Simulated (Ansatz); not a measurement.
# What strain does to NaI (zincblende)

Zincblende NaI, relaxed with r2SCAN in the PAW code Ansatz. The symmetry is F-43m (No. 216, cubic); conventional cell a = 7.086 Å, 44.48 Å³ an atom. Around Na lie 4 I at 3.07 Å; around I lie 4 Na at 3.07 Å.

The axes x, y and z are those of this cell:
```
Na I
1.0
     0.00000    3.54319    3.54319
     3.54319    0.00000    3.54319
     3.54319    3.54319    0.00000
Na I
1 1
Direct
  0.00000 0.00000 0.00000
  0.25000 0.25000 0.25000
```

Unstrained: PBE gives a direct gap of 3.825 eV at Γ. The r2SCAN gap is direct at Γ: 4.419 eV. HSE06 gives a direct gap of 4.812 eV at Γ. Meshes: PBE 6×6×6, r2SCAN 6×6×6, HSE06 4×4×4. Strains are changes of length per length, and xy shears are angles. After each strain the atoms were relaxed again with r2SCAN in this cell and within any symmetry left, so distortions that break it or need a larger cell weren't tested; points keep the names that they have in the unstrained zone. No spin polarisation. The prototype was imposed, so other structures may be more stable.

Changes of the least gap in eV (an overlap counts as a negative gap):
```
                                                       strain  volume change (%)  space group     PBE  r2SCAN   HSE06  energy rise, r2SCAN (meV/atom)
                  xy shear, engineering strain (angle) -5.2 %               -0.1         Imm2  -0.088  -0.092  -0.092                             1.1
                                 uniaxial +5.64 % along [111]               +5.6          R3m  -0.158  -0.162  -0.168                             6.7
epitaxial +2.56 % in the xy plane, free normal strain -4.81 %               +0.1        I-4m2  -0.061  -0.061  -0.063                             0.6
```

Xy shear, engineering strain (angle) -5.2 %. HSE06: the gap goes from 4.812 to 4.720 eV (-0.092 eV); with r2SCAN the top three valence levels at Γ, degenerate before, become 1+1+1 from the top over 152 meV. Stress change with r2SCAN, compression positive: xx -0.01, yy -0.01, zz -0.03, xy +0.17 GPa.

Uniaxial +5.64 % along [111], other directions held. HSE06: the gap goes from 4.812 to 4.644 eV (-0.168 eV); with r2SCAN the top three valence levels at Γ, degenerate before, become 2+1 from the top over 152 meV. Stress change with r2SCAN, compression positive: xx -0.59, yy -0.59, zz -0.59, xy -0.14, xz -0.14, yz -0.14 GPa.

Epitaxial +2.56 % in the xy plane, free normal strain -4.81 %. HSE06: the gap goes from 4.812 to 4.749 eV (-0.063 eV); with r2SCAN the top three valence levels at Γ, degenerate before, become 1+2 from the top over 71 meV. Stress change with r2SCAN, compression positive: xx -0.07, yy -0.07, zz 0.00 GPa.

Spin-orbit coupling is left out, which matters wherever the heavy atoms make up the band edges.

The meshes of the hybrids are coarse, so their gaps aren't converged to the digits shown.

The splittings at Γ are without spin-orbit coupling, which is tenths of an eV in such compounds, regroups them and changes the shifts of the gap.
